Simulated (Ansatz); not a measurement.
# AlCu3 (Fm-3m) in Ansatz: reference runs

Aim: a first look at AlCu3 with PBEsol, on the cell as given and on a disturbed one.

Program: Ansatz 0.2.0. These are calculated values, not measurements. Logs are shortened: lines on timing, memory, paths and dates and some standing lists are left out, and cuts for length are marked.

## 1. Starting point

Symmetry: Fm-3m, No. 225, cubic system. Conventional cell: a = 5.776 Å, b = 5.776 Å, c = 5.776 Å, α = 90.00°, β = 90.00°, γ = 90.00°. Cu (site symmetry -43m) is surrounded by 4 Al at 2.50 Å and 4 Cu at 2.50 Å. Cu (site symmetry m-3m) has 8 Cu at 2.50 Å as nearest neighbours. Al (site symmetry m-3m) is surrounded by 8 Cu at 2.50 Å.

The cell comes from a database or a generator and needn't be the stable form of this composition.

## 2. Single point, PBEsol

input.yaml

```yaml
crystal:
  lattice:
    - [0.0, 2.888010988, 2.888010988]
    - [2.888010988, 0.0, 2.888010988]
    - [2.888010988, 2.888010988, 0.0]
  atoms:
    - { symbol: Cu, position: [0.75, 0.75, 0.75] }
    - { symbol: Cu, position: [0.25, 0.25, 0.25] }
    - { symbol: Cu, position: [0.5, 0.5, 0.5] }
    - { symbol: Al, position: [0.0, 0.0, 0.0] }
hamiltonian:
  xc: pbesol
  pseudopotentials: { kind: paw }
kpoints:
  mp_grid: { grid: [8, 8, 8] }
scf:
  occupations: { method: fermi_dirac, width: 0.05 }
output:
  forces: true
  stress: true
  eigenvalues: true
```

Potentials or basis: Ansatz PAW.

On the command line:

```bash
$ ansatz run input.yaml --threads 2 --pin off --max-ram 5632MiB --backend cpu --events-out ev --progress --plain --runs-dir out
```

Output:

```text
Warning: RAYON_NUM_THREADS=2 ignored (pool sized by the plan → 2); use --threads N
Engine: ansatz 0.2.0, aarch64-unknown-linux-gnu
Pseudopotentials: kind: paw
Pseudopotential: Cu, paw, valence charge 19, recommended cutoff 420 eV (normal), Cu.paw.azcp
Pseudopotential: Al, paw, valence charge 3, recommended cutoff 420 eV (normal), Al.paw.azcp
Functional definition: PBEsol
  exchange = pbesol_x
  correlation = pbesol_c
Crystal: 4 atoms, lattice volume = 48.176 Å³
Basis set: ecut = 420 eV, 941 PW (Γ), exchange–correlation on 60×60×60 points (8 copies of the dense FFT grid, shifted against one another)
Bands: 36, of which v1, the nominal top of the filled ones, is band 30 counted from 1 (29 counted from 0)
Symmetry: 48 space group operations
Space group: Fm-3m (ITA 225), of the structure as read, at distance tolerance 3.6e-5 Å
k-points: 29 of 512
Non-local potential: Cu, projectors of the file, l = 0: 3, l = 1: 2, l = 2: 3, l = 3: 1
Non-local potential: Al, projectors of the file, l = 0: 2, l = 1: 2, l = 2: 1
PAW form: soft (Blöchl's): semilocal exchange-correlation on the pseudo side does not see the compensation charge
PAW frozen core: Cu, regenerated for the run's functional, and the local potential with it (the file was generated under x = pbe(κ = 0.804, μ = 0.2195149727645171), c = pbe(β = 0.06672455060314922))
PAW frozen core: Al, regenerated for the run's functional, and the local potential with it (the file was generated under x = pbe(κ = 0.804, μ = 0.2195149727645171), c = pbe(β = 0.06672455060314922))
PAW one-centre angular grid: Cu, 590 points (default); XC on 64 Gauss nodes
PAW one-centre angular grid: Al, 110 points (default); XC on 64 Gauss nodes
Initial density: superposition of atomic densities (neutral atoms: chi_scale 0, normalization atom), corrected by the library's trained network
Initial wavefunctions: pseudopotential atomic-orbital guess
Functional: x = pbesol(κ = 0.804, μ = 0.12345679012345678), c = pbesol(β = 0.046)
SCF iter   1: F=—  HF=-20291.602786 eV  |F-HF|=—  |Δ(HF+E_count)|=         —  Δρ=1.34e-2  dr2=4.30e-2  ethr=1.77e-3  ⟨swp⟩=5.4  Hψ=3622  notcnv=0  defer=4
preconditioner: auto → none  [insulator: Δε(μ)=0.265 eV  Ē_g=8.850 eV  σ=0.050 eV  W_gap=0.87  n_scr=14 (ndim 8)  ℏωp=32.1 eV  f_vac=0.000  D(μ)=0.29/eV (n_scr^D=0)  ε∞_Penn≈14.2]
SCF iter   2: F=—  HF=-20291.592574 eV  |F-HF|=—  |Δ(HF+E_count)|=   1.02e-2  Δρ=2.02e-3  dr2=1.21e-3  ethr=7.16e-5  ⟨swp⟩=2.0  Hψ=1904  notcnv=0  defer=35
SCF iter   3: F=—  HF=-20291.591987 eV  |F-HF|=—  |Δ(HF+E_count)|=   5.87e-4  Δρ=7.46e-4  dr2=8.72e-5  ethr=2.02e-6  ⟨swp⟩=2.0  Hψ=1778  notcnv=0  defer=6
automatic band count: iteration 3 solves 35 bands in place of 36: the levels show a gap, and the empty bands left out lie too high to hold charge; the band table lists the bands solved (type scf.n_extra_bands for more)
SCF iter   4: F=—  HF=-20291.592005 eV  |F-HF|=—  |Δ(HF+E_count)|=   1.82e-5  Δρ=7.39e-5  dr2=1.87e-6  ethr=1.45e-7  ⟨swp⟩=1.0  Hψ=1010  notcnv=0  defer=6
SCF iter   5: F=—  HF=-20291.592005 eV  |F-HF|=—  |Δ(HF+E_count)|=   6.14e-7  Δρ=2.75e-5  dr2=1.97e-7  ethr=3.12e-9  ⟨swp⟩=2.0  Hψ=1642  notcnv=0  defer=6
SCF iter   6: F=-20291.592005 eV  HF=-20291.592005 eV  |F-HF|=2.27e-9  |Δ(HF+E_count)|=   3.50e-8  Δρ=4.35e-6  dr2=4.37e-9  ethr=1.67e-10  ⟨swp⟩=4.5  Hψ=3452  notcnv=0
SCF 1 converged in 6 iterations: F = -20291.592005 eV  dr2 = 4.37e-9
SCF converged after 6 iterations
Free energy (F): -20291.592005 eV
Harris-Foulkes:  -20291.592005 eV  (|F-HF|=2.27e-9)
Internal energy: -20291.588687 eV  (E = F + TS)
E sigma→0 (E₀):  -20291.590346 eV
Entropy (-TS):   -0.003317 eV (-0.829 meV/atom)
Fermi energy:    15.264624 eV
--- Per-component energies (eV) ---
  E_band       = -1157.444819
  E_kinetic    = 926.184285
  E_local      = -13885.101341  (includes V_loc(G=0)·N_el)
  E_nonlocal   = 1181.709443
  E_hartree    = 6172.768312
  E_xc         = -308.790674
  E_vxc        = -378.390957  (∫ρ·V_xc dr)
  E_paw        = -5331.234058  (= ΣΔE_a)
  E_vpaw       = -1347.382314  (= ΣTr[D̂ρ^β])
  E_aug_tail   = 0.000802  (compensation charges beyond the density's cutoff)
  E_ewald      = -9047.763201
  E_core_change = 0.637746  (= ΣΔE_core)
  E_smearing   = -0.003317  (= −TS)
  E_closure    = -0.000000  (closes the sum)
  Σ components = -20291.592005   (vs F -20291.592005, Δ=0.00e0)
--- Forces (eV/Å), atoms counted from 1 ---
  atom   1  Cu    -0.00000000     0.00000000     0.00000000
  atom   2  Cu    -0.00000000     0.00000000    -0.00000000
  atom   3  Cu     0.00000000    -0.00000000     0.00000000
  atom   4  Al    -0.00000000     0.00000000     0.00000000
  max |Σ_I F_I| component: 3.24e-17 eV/Å
--- Stress (GPa, compression-positive) ---
       -0.759698       0.000000      -0.000000
        0.000000      -0.759698       0.000000
        0.000000       0.000000      -0.759698
  P = ⅓ Tr σ = -0.7597 GPa (-7.597 kbar)
--- Band table (eV; the first three rows and the last of 29) ---
  k-point 0: bands = ["-97.6099", "-97.6075", "-97.3000", "-55.1344", "-55.1344", "-55.1344", "-55.1261", "-55.1261", "-55.1261", "-54.8196", "-54.8196", "-54.8196", "4.6096", "10.5635", "10.5635", "10.6485", "10.6485", "10.6485", "11.4811", "11.4811", "11.4811", "12.5166", "12.5166", "12.5166", "12.7039", "12.7039", "12.8177", "12.8177", "19.0041", "19.0041", "19.0041", "19.4376", "19.4376", "19.4376", "20.3774"]
  k-point 1: bands = ["-97.6098", "-97.6076", "-97.3000", "-55.1347", "-55.1342", "-55.1342", "-55.1264", "-55.1264", "-55.1257", "-54.8198", "-54.8195", "-54.8195", "4.8264", "10.5245", "10.5245", "10.5583", "10.7811", "10.7811", "11.4636", "11.4636", "11.4775", "12.3565", "12.4036", "12.4036", "12.7582", "12.7582", "12.8048", "12.8048", "16.8314", "18.3852", "18.3852", "19.5602", "20.0984", "20.0984", "21.2355"]
  k-point 2: bands = ["-97.6095", "-97.6078", "-97.3001", "-55.1346", "-55.1336", "-55.1336", "-55.1273", "-55.1273", "-55.1256", "-54.8202", "-54.8192", "-54.8192", "5.4656", "10.2278", "10.5544", "10.5544", "10.9901", "10.9901", "11.2936", "11.4303", "11.4303", "12.0967", "12.1888", "12.1888", "12.7492", "12.7492", "12.8359", "12.8359", "14.7720", "17.9108", "17.9108", "19.2083", "19.6076", "19.6076", "21.1169"]
  k-point 28: bands = ["-97.6086", "-97.6086", "-97.3002", "-55.1403", "-55.1360", "-55.1312", "-55.1312", "-55.1221", "-55.1221", "-54.8201", "-54.8201", "-54.8179", "8.6800", "9.5082", "9.5082", "10.0166", "11.3200", "11.3581", "11.3950", "11.3950", "11.6554", "11.6554", "12.0780", "12.2171", "12.7475", "12.7475", "12.9126", "12.9266", "13.0940", "13.3055", "13.3055", "20.8366", "20.8366", "20.9179", "21.0034"]
```

Wall time 1.4 s (2 threads of Arm Neoverse V1, shared host); peak memory 0.34 GiB.

Results:

| Quantity | Value |
| --- | --- |
| Free energy | -20291.5920 eV |
| Pressure | -0.8 GPa |
| Band gap on the k mesh | none (metal or under the smearing width) |

Caveat: the PAW data sets come from PBE, with cores solved anew for the run's functional, which leaves a small shift of forces and pressure.

## 3. Single point, PBEsol (atoms moved at random, drawn with an rms of 0.05 Å)

input.yaml

```yaml
crystal:
  lattice:
    - [0.0, 2.888010988, 2.888010988]
    - [2.888010988, 0.0, 2.888010988]
    - [2.888010988, 2.888010988, 0.0]
  atoms:
    - { symbol: Cu, position: [0.757208, 0.751435, 0.748156] }
    - { symbol: Cu, position: [0.255633, 0.256945, 0.251367] }
    - { symbol: Cu, position: [0.489428, 0.498275, 0.510877] }
    - { symbol: Al, position: [-0.005813, -0.015955, 0.006584] }
hamiltonian:
  xc: pbesol
  pseudopotentials: { kind: paw }
kpoints:
  mp_grid: { grid: [8, 8, 8] }
scf:
  occupations: { method: fermi_dirac, width: 0.05 }
output:
  forces: true
  stress: true
  eigenvalues: true
  write_density: true
  write_potential: true
  elf: true
  volumetric_format: npy
```

Potentials or basis: Ansatz PAW.

On the command line:

```bash
$ ansatz run input.yaml --threads 2 --pin off --max-ram 5632MiB --backend cpu --events-out ev --progress --plain --runs-dir out
```

Output:

```text
Warning: RAYON_NUM_THREADS=2 ignored (pool sized by the plan → 2); use --threads N
[... 7 set-up lines as earlier in the session ...]
Crystal: 4 atoms, lattice volume = 48.176 Å³
Basis set: ecut = 420 eV, 941 PW (Γ), exchange–correlation on 60×60×60 points (8 copies of the dense FFT grid, shifted against one another)
Bands: 36, of which v1, the nominal top of the filled ones, is band 30 counted from 1 (29 counted from 0)
Symmetry: 1 space group operations
Space group: P1 (ITA 1), of the structure as read, at distance tolerance 3.6e-5 Å
k-points: 260 of 512 (time reversal used)
[... 10 set-up lines as earlier in the session ...]
SCF iter   1: F=—  HF=-20291.552209 eV  |F-HF|=—  |Δ(HF+E_count)|=         —  Δρ=1.34e-2  dr2=4.30e-2  ethr=1.77e-3  ⟨swp⟩=5.2  Hψ=32345  notcnv=0  defer=58
preconditioner: auto → none  [insulator: Δε(μ)=0.211 eV  Ē_g=8.855 eV  σ=0.050 eV  W_gap=0.78  n_scr=14 (ndim 8)  ℏωp=32.1 eV  f_vac=0.000  D(μ)=0.34/eV (n_scr^D=0)  ε∞_Penn≈14.1]
SCF iter   2: F=—  HF=-20291.542007 eV  |F-HF|=—  |Δ(HF+E_count)|=   1.02e-2  Δρ=2.02e-3  dr2=1.21e-3  ethr=7.16e-5  ⟨swp⟩=2.0  Hψ=17073  notcnv=0  defer=300
SCF iter   3: F=—  HF=-20291.541422 eV  |F-HF|=—  |Δ(HF+E_count)|=   5.85e-4  Δρ=7.51e-4  dr2=8.67e-5  ethr=2.01e-6  ⟨swp⟩=2.0  Hψ=16061  notcnv=0  defer=300
SCF iter   4: F=—  HF=-20291.541452 eV  |F-HF|=—  |Δ(HF+E_count)|=   2.94e-5  Δρ=5.85e-5  dr2=1.27e-6  ethr=1.44e-7  ⟨swp⟩=1.0  Hψ=9060  notcnv=0  defer=300
SCF iter   5: F=—  HF=-20291.541451 eV  |F-HF|=—  |Δ(HF+E_count)|=   1.11e-6  Δρ=2.24e-5  dr2=1.29e-7  ethr=2.12e-9  ⟨swp⟩=2.0  Hψ=13540  notcnv=0  defer=300
SCF iter   6: F=-20291.541451 eV  HF=-20291.541451 eV  |F-HF|=2.36e-10  |Δ(HF+E_count)|=   2.32e-8  Δρ=2.85e-6  dr2=1.84e-9  ethr=1.67e-10  ⟨swp⟩=10.4  Hψ=59720  notcnv=0
SCF 1 converged in 6 iterations: F = -20291.541451 eV  dr2 = 1.84e-9
SCF converged after 6 iterations
Free energy (F): -20291.541451 eV
Harris-Foulkes:  -20291.541451 eV  (|F-HF|=2.36e-10)
Internal energy: -20291.537761 eV  (E = F + TS)
E sigma→0 (E₀):  -20291.539606 eV
Entropy (-TS):   -0.003689 eV (-0.922 meV/atom)
Fermi energy:    15.270304 eV
--- Per-component energies (eV) ---
  E_band       = -1157.787503
  E_kinetic    = 926.327481
  E_local      = -13891.578522  (includes V_loc(G=0)·N_el)
  E_nonlocal   = 1181.777942
  E_hartree    = 6175.771968
  E_xc         = -308.838959
  E_vxc        = -378.452500  (∫ρ·V_xc dr)
  E_paw        = -5331.253525  (= ΣΔE_a)
  E_vpaw       = -1347.404277  (= ΣTr[D̂ρ^β])
  E_aug_tail   = 0.000756  (compensation charges beyond the density's cutoff)
  E_ewald      = -9044.382648
  E_core_change = 0.637746  (= ΣΔE_core)
  E_smearing   = -0.003689  (= −TS)
  E_closure    = -0.000000  (closes the sum)
  Σ components = -20291.541451   (vs F -20291.541451, Δ=0.00e0)
--- Forces (eV/Å), atoms counted from 1 ---
  atom   1  Cu    -0.01017898    -0.13339653    -0.47209799
  atom   2  Cu    -0.16263535    -0.05769705    -0.52338946
  atom   3  Cu    -0.11373888     0.11760164     0.36549284
  atom   4  Al     0.28655549     0.07349246     0.63000178
  max |Σ_I F_I| component: 7.17e-6 eV/Å
--- Stress (GPa, compression-positive) ---
       -0.066319       0.021023       0.174791
        0.021023      -0.086705       0.174968
        0.174791       0.174968      -0.507656
  P = ⅓ Tr σ = -0.2202 GPa (-2.202 kbar)
--- Band table (eV; the first three rows and the last of 260) ---
  k-point 0: bands = ["-97.6167", "-97.6137", "-97.3034", "-55.1619", "-55.1587", "-55.1406", "-55.1304", "-55.1169", "-55.1136", "-54.8248", "-54.8231", "-54.8207", "4.6081", "10.5293", "10.5433", "10.6430", "10.6542", "10.6687", "11.4689", "11.4781", "11.4808", "12.4953", "12.5132", "12.5164", "12.6949", "12.6987", "12.8040", "12.8156", "18.8664", "18.8705", "19.0008", "19.4143", "19.5620", "19.5847", "20.4266", "21.7326"]
  k-point 1: bands = ["-97.6166", "-97.6137", "-97.3034", "-55.1619", "-55.1587", "-55.1407", "-55.1304", "-55.1170", "-55.1136", "-54.8247", "-54.8231", "-54.8207", "4.8249", "10.4890", "10.5126", "10.5750", "10.7746", "10.7835", "11.4548", "11.4615", "11.4730", "12.3474", "12.3883", "12.4045", "12.7438", "12.7525", "12.7950", "12.8045", "16.8159", "18.3392", "18.3855", "19.5005", "20.1383", "20.1980", "21.2410", "21.5948"]
  k-point 2: bands = ["-97.6164", "-97.6139", "-97.3034", "-55.1619", "-55.1588", "-55.1404", "-55.1307", "-55.1173", "-55.1136", "-54.8246", "-54.8231", "-54.8205", "5.4639", "10.2124", "10.5444", "10.5531", "10.9780", "10.9904", "11.2941", "11.4242", "11.4283", "12.0880", "12.1643", "12.1929", "12.7347", "12.7451", "12.8278", "12.8339", "14.7629", "17.8859", "17.9101", "19.1769", "19.6260", "19.6541", "21.1175", "22.4277"]
  k-point 259: bands = ["-97.6160", "-97.6142", "-97.3036", "-55.1621", "-55.1583", "-55.1397", "-55.1322", "-55.1177", "-55.1133", "-54.8260", "-54.8223", "-54.8198", "7.5886", "8.0796", "10.6806", "10.6886", "11.1055", "11.1712", "11.1782", "11.4502", "11.4546", "11.8457", "11.8650", "11.9130", "12.7015", "12.7112", "12.8614", "12.8738", "13.1637", "17.8695", "17.9135", "18.2061", "18.2436", "18.8891", "20.7784", "25.6024"]
```

Wall time 24 s (2 threads of Arm Neoverse V1, shared host); peak memory 0.57 GiB.

What came out:

```
Free energy            : -20291.5415 eV
Pressure               : -0.2 GPa
Largest force          : 0.696 eV/Å
Band gap on the k mesh : none (metal or under the smearing width)
```

Forces on the atoms (eV/Å):
```
Cu  -0.010 -0.133 -0.472
Cu  -0.163 -0.058 -0.523
Cu  -0.114  0.118  0.365
Al   0.287  0.073  0.630
```

Caveat: the PAW data sets come from PBE, with cores solved anew for the run's functional, which leaves a small shift of forces and pressure.
